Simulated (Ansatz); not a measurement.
**MnO in Ansatz: the effect of starting spin order**

Crystal: MnO.

```
Mn O
1.0
     0.00000    2.22391    2.22391
     2.22391    0.00000    2.22391
     2.22391    2.22391    0.00000
Mn O
1 1
Direct
  0.00000 0.00000 0.00000
  0.50000 0.50000 0.50000
```

The cell is a database's computed one.

Alike in all runs:

```yaml
Program: Ansatz 0.2.0
Task: single point
Functional: PBEsol
Potentials_or_basis: Ansatz PAW
Cutoff: "420 eV (not typed: the program's choice for these potentials)"
k_mesh: 10 × 10 × 10
Occupations: fermi-dirac, width 0.05 eV
```

Task: One run gave: energy over the lowest run 1079.2 meV/atom; final net moment 0.00 μB; final largest site moment 0.00 μB. Which starting spin order did it use?
A. spin off
B. ferromagnetic start, larger moments
C. random
D. fm

Result: A.

| starting spin order | spin | starting moments | energy over the lowest run (meV/atom) | final net moment (μB) | final largest site moment (μB) |
| --- | --- | --- | --- | --- | --- |
| spin off | no spin polarisation | - | 1079.2 | 0.00 | 0.00 |
| fm | collinear spin, ferromagnetic start | [4.0, 0.0] μB | 0.0 | 4.77 | 4.03 |
| random | collinear spin, random start | [-4.2, 0.0] μB | 0.0 | -4.77 | 4.03 |
| ferromagnetic start, larger moments | collinear spin, ferromagnetic start | [5.5, 0.0] μB | 0.0 | 4.77 | 4.03 |

Caveats: a cell with one magnetic atom can't hold antiferromagnetic order, which such compounds often take (some runs); an odd number of electrons without spin polarisation forces a metal (some runs); a magnetic or distorted state may lie lower (some runs).

Runs at the PBE level aren't shown here.
